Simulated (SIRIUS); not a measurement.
# InP under changes of volume

One of the cells (25.167 Å³/atom); the others are scaled copies at fixed shape and fractional positions:

```
CELL_PARAMETERS angstrom
0.00000 2.93050 2.93050
2.93050 0.00000 2.93050
2.93050 2.93050 0.00000
ATOMIC_POSITIONS crystal
In 0.00000 0.00000 0.00000
P 0.75000 0.75000 0.75000
```

```yaml
Program: SIRIUS 7.12.0
Functional: PBEsol
Potentials_or_basis: all-electron FP-LAPW
Cutoff: 172 eV
Basis: apw+lo standard
k_mesh: 8 × 8 × 8
Occupations: fermi-dirac, width 0.05 eV
Spin: no spin polarisation
```

```tsv
volume (Å³/atom)	energy over the lowest point (meV/atom)	gap on the mesh (eV)
23.657	27.67	0.94
24.160	13.27	0.83
24.663	4.17	0.72
25.167	0.00	0.61
25.670	0.62	0.50
26.173	?	?
26.677	12.54	0.30
```

What does the run at 26.173 Å³/atom give?

Energy over the lowest point 4.84 meV/atom; gap on the mesh 0.40 eV.

Worked out: A Birch-Murnaghan fit of order 3 (a polynomial in V^(-2/3)) to the other rows has its minimum at 25.37 Å³/atom with B0 = V·E''(V) = 67 GPa and B' = 4.8. It gives 4.78 meV/atom at 26.173 Å³/atom, against the run's 4.84. A straight line through the other rows of the gap, of slope -5.35 eV per unit of ln V (its deformation potential), gives 0.40 eV, against the run's 0.40.

Energies are extrapolated to zero smearing.

Caveats: spin-orbit coupling is left out, which moves the levels of the heavy elements.
